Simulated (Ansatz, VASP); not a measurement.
## One calculation of CdSe, two programs

INCAR

```
SYSTEM = CdSe
  PREC = Accurate
  ENCUT = 520
  EDIFF = 1E-6
  ISMEAR = -1
  SIGMA = 0.05
  LREAL = .FALSE.
  LASPH = .TRUE.
  NELM = 100
  ALGO = Normal
  ISIF = 2
  LWAVE = .FALSE.
  LCHARG = .FALSE.
  GGA = PS
  NBANDS = 16
```

File KPOINTS:

```
Automatic mesh
0
G
  8 8 8
  0 0 0
```

Contents of POSCAR:

```
CdSe
1.0
    0.0000000000      2.8929913891      2.8929913891
    2.8929913891      0.0000000000      2.8929913891
    2.8929913891      2.8929913891      0.0000000000
Cd Se
1 1
Direct
    0.0000000000      0.0000000000      0.0000000000
    0.5000000000      0.5000000000      0.5000000000
```

File input.yaml:

```yaml
crystal:
  lattice:
    - [0.0, 2.8929913891, 2.8929913891]
    - [2.8929913891, 0.0, 2.8929913891]
    - [2.8929913891, 2.8929913891, 0.0]
  atoms:
    - { symbol: Cd, position: [0.0, 0.0, 0.0] }
    - { symbol: Se, position: [0.5, 0.5, 0.5] }
hamiltonian:
  xc: pbesol
  pseudopotentials: { kind: paw }
kpoints:
  mp_grid: { grid: [8, 8, 8] }
scf:
  occupations: { method: fermi_dirac, width: 0.05 }
output:
  forces: true
  stress: true
  eigenvalues: true
```

Measurements of this composition are mostly on another form, of space group No. 186.

Alike in both runs: task single point; functional PBEsol; k mesh 8 × 8 × 8; occupations fermi-dirac, width 0.05 eV; no spin polarisation.

|  | VASP | Ansatz |
| --- | --- | --- |
| version | VASP 6.6.1 | Ansatz 0.2.0 |
| potentials or method | VASP PAW PBE potentials, release 64 (Cd, Se) | Ansatz PAW |
| plane-wave cutoff (eV) | 520 | 420 |
| valence electrons in the cell | 18 | 36 |

VASP gave:

```
gap on the k mesh at the Fermi level (eV) : none
pressure (GPa)                            : -4.5
```

Problem. Estimate Ansatz's values.

Solution. gap on the k mesh at the Fermi level (eV): none; pressure (GPa): -4.8.

A gap of «none» marks a metal or a gap that the smearing closes. The two sets of potentials don't hold the same shells in valence.

Caveats: the PAW data sets were made with another functional, which shifts forces and pressure a little (VASP); the PAW data sets come from PBE, with cores solved anew for the run's functional, which leaves a small shift of forces and pressure (Ansatz).
